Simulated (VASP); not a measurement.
Here is a VASP 6.6.1 calculation.

The input INCAR:

```
SYSTEM = TlCl
  PREC = Accurate
  ENCUT = 520
  EDIFF = 1E-7
  ISMEAR = 0
  SIGMA = 0.1
  LREAL = .False.
  LASPH = .True.
  NELM = 100
  ALGO = Normal
  ISIF = 2
  LWAVE = .False.
  LCHARG = .True.
  GGA = PS
  LELF = .True.
  LVHAR = .True.
  NBANDS = 17
```

Contents of KPOINTS:

```
regular mesh
0
Gamma
  6 6 6
  0 0 0
```

POSCAR

```
TlCl
1.0
    3.8340000000      0.0000000000      0.0000000000
    0.0000000000      3.8340000000      0.0000000000
    0.0000000000      0.0000000000      3.8340000000
Tl Cl
1 1
Direct
    0.0000000000      0.0000000000      0.0000000000
    0.5000000000      0.5000000000      0.5000000000
```

Potentials or basis: VASP PAW PBE potentials, release 64 (Tl_d, Cl).

Run with:

```console
$ cat potpaw_PBE.64/Tl_d/POTCAR potpaw_PBE.64/Cl/POTCAR > POTCAR
$ mpirun -np 1 vasp_std > vasp.out
```

Question: Estimate the band gap on the k mesh.

Answer: 1.94 eV, direct.

Question: What does it give for the pressure?

Answer: -1.4 GPa.

Caveat: the PAW data sets were made with another functional, which shifts forces and pressure a little; spin-orbit coupling is left out, which as a rule narrows the gap of such compounds by several tenths of an eV. A hybrid or GW would open this gap; PBEsol tends to underestimate it.
